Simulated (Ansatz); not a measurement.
Si: opening a crack plane

Si, P6_3/mmc, a = 3.832 Å, c = 6.342 Å. This isn't the element's structure at ambient conditions. Ansatz: r2SCAN, PAW, 500 eV, Γ-centred 8×8×2 mesh on 8 atoms, Gaussian smearing 0.05 eV; no spin polarisation. One cut on (001) per cell of 8 atoms is opened rigidly by x, between planes of Si and Si that stand 2.37 Å apart; y is the energy per area (12.716 Å², 1 eV/Å² = 16.02 J/m²).

| x (Å) | y (J/m²) |
| --- | --- |
| 0.00 | 0.000 |
| 0.25 | 0.257 |
| 0.50 | 0.774 |
| 0.75 | 1.343 |
| 1.00 | 1.878 |
| 1.50 | ? |
| 2.00 | 3.283 |
| 3.00 | 3.684 |
| 4.50 | 3.737 |
| 6.00 | 3.740 |

Q: Fit the universal binding curve y = W[1 − (1 + x/l) e^(−x/l)] to the other rows, give the peak stress, and predict the missing value.

A: Least squares gives W = 3.78 J/m² and l = 0.591 Å. The stress dy/dx peaks at x = l with W/(e l) = 23.5 GPa, for rigid faces. At x = 1.50: x/l = 2.538, y = 2.723 J/m². The run gave 2.742 J/m², so the fit is 0.019 J/m² too low, within the rms miss on the fitted rows (0.036 J/m²). Note that the gap is closed there and open in the run one row up.

Cost: 12 runs of about 1.1 core-minutes in all, on AMD EPYC 9R45 (Zen 5) (shared hosts).

The cut severs the Si–Si bonds that run along c, one per surface cell, and the energy levels off once the sp3 hybrids facing each other no longer overlap. The plateau near 3.740 J/m² is the cost of two faces, so the surface energy of each is half of it. The fit's misses are systematic: it lies above the computed energies at 0.50 to 1.00 Å, below them from 1.50 to 3.00 Å and above them again on the plateau. The computed curve thus saturates more abruptly than the universal form, and the fitted W slightly overshoots the work of separation.

The gap closure has the same origin as the levelling off. As the overlap fades, the bonding and antibonding states of the cut bond draw together into dangling-bond bands, which hold one electron per site and are therefore partly filled without spin polarisation. The metallic result doesn't show that a real cleaved face would conduct, since pairing or charge transfer between dangling bonds in a larger surface cell could reopen a gap.
